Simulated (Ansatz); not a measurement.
Input and command of a plane-wave DFT calculation in Ansatz:

```yaml
crystal:
  lattice:
    - [4.9064535172, 0.0, 0.0]
    - [0.0, 4.9064535172, 0.0]
    - [0.0, 0.0, 4.9064535172]
  atoms:
    - { symbol: Si, position: [0.0088253705, 0.0088253705, 0.0088253705] }
    - { symbol: Si, position: [0.5088253705, 0.5088253705, 0.5088253705] }
    - { symbol: Mo, position: [0.25, 0.0, 0.5] }
    - { symbol: Mo, position: [0.5, 0.75, 0.0] }
    - { symbol: Mo, position: [0.75, 0.0, 0.5] }
    - { symbol: Mo, position: [0.5, 0.25, 0.0] }
    - { symbol: Mo, position: [0.0, 0.5, 0.75] }
    - { symbol: Mo, position: [0.0, 0.5, 0.25] }
basis:
  ecutwfc: 420
kpoints:
  mp_grid: { grid: [8, 8, 8] }
hamiltonian:
  xc: pbe
scf:
  occupations: { method: gaussian, width: 0.15 }
output:
  forces: true
  stress: true
  eigenvalues: true
```

```bash
ansatz run input.yaml --threads 2 --pin off --max-ram 5120MiB --backend cpu --events-out ev --progress --plain --runs-dir out
```

Processor: AMD EPYC (Zen 3), 2 threads, on a host shared with other jobs.

Estimate time, memory and problem size.

About 39 s on 2 threads of AMD EPYC (Zen 3) (shared host), peak memory 0.6 GiB. It solves 56 bands at 65 k points (the mesh reduced by the symmetry that the task leaves, which can be less than the crystal's) with about 2325 plane waves, in 6 SCF iterations.
